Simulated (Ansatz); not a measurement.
**Moving the pressure in Cu3Al**

The cell as given:

```
Cu Al
1.0
     0.00000    2.88801    2.88801
     2.88801    0.00000    2.88801
     2.88801    2.88801    0.00000
Cu Al
3 1
Direct
  0.75000 0.75000 0.75000
  0.25000 0.25000 0.25000
  0.50000 0.50000 0.50000
  0.00000 0.00000 0.00000
```

The cell comes from a database or a generator and needn't be the stable form of this composition.

Kept alike: task relaxation of cell and atoms; functional PBEsol; k mesh 8 × 8 × 8; occupations fermi-dirac, width 0.05 eV; no spin polarisation. Program: Ansatz, Ansatz PAW, cutoff 420 eV. The mesh is that of the run's cell of 4 atoms. No spin-orbit coupling.

| pressure, P (GPa) | volume (Å³/atom) |
| --- | --- |
| 0 | 11.983 |
| 2 | 11.828 |
| 5 | 11.622 |
| 10 | 11.314 |
| 20 | 10.808 |
| 30 | 10.401 |

The relaxations keep at least the cell's symmetry (Fm-3m). For a metal such a mesh leaves the last digits unconverged. The runs follow the start's structure, whether or not it is the stable one at these pressures. Ansatz's relaxations hold a Pulay term in the stress (up to 0.1 GPa here). All rows use potentials made for PBE.

The volume falls from 11.983 to 10.401 Å³/atom between 0 and 30 GPa. The volume falls ever more slowly, since the solid stiffens under load. At the pressures aimed at, which the runs meet within some tenths of a GPa, the step from 0 to 5 GPa gives a mean bulk modulus near 163 GPa, the last step 261 GPa.
